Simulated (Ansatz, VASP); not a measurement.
# Al2Ru: VASP beside Ansatz

```xyz
3
Lattice="-1.5604 1.5604 4.2218 1.5604 -1.5604 4.2218 1.5604 1.5604 -4.2218" Properties=species:S:1:pos:R:3 pbc="T T T"
Al    0.0000    0.0000    5.5660
Al    0.0000    0.0000    2.8776
Ru    0.0000    0.0000    0.0000
```

Alike in both runs: task single point; functional r2SCAN; k mesh 1 × 1 × 1; occupations gaussian, width 0.1 eV; no spin polarisation.

|  | VASP | Ansatz |
| --- | --- | --- |
| version | VASP 6.6.1 | Ansatz 0.2.0 |
| potentials or method | VASP PAW PBE potentials, release 64 (Al, Ru_pv) | scalar-relativistic, plane waves, PAW |
| plane-wave cutoff (eV) | 520 | 500 |
| valence electrons in the cell | 20 | 22 |

|  | VASP | Ansatz | Ansatz less VASP |
| --- | --- | --- | --- |
| gap on the k mesh at the Fermi level (eV) | 2.04 | 2.15 | +0.112 |
| least direct gap on the mesh (eV) | 2.04 | 2.15 | +0.112 |
| pressure (GPa) | 8.2 | 8.1 | -0.15 |
| largest component of the traceless stress (GPa) | 33.74 | 35.02 | +1.279 |
| rms of the force components (eV/Å) | 1.461 | 1.457 | -0.0038 |

Atom by atom the forces differ by 0.004 eV/Å (rms over components). The functional is the same, so the differences come from potentials, cutoffs and numerics. The two sets of potentials don't hold the same shells in valence.

Caveats: the k mesh is coarse (spacing up to 2.85 Å⁻¹), so the values aren't converged; the PAW data sets were made with another functional, which shifts forces and pressure a little (VASP); an odd mesh through Γ misses points on the zone boundary, where band edges often lie. r2SCAN opens gaps a little over a GGA but as a rule still falls short of measured ones.
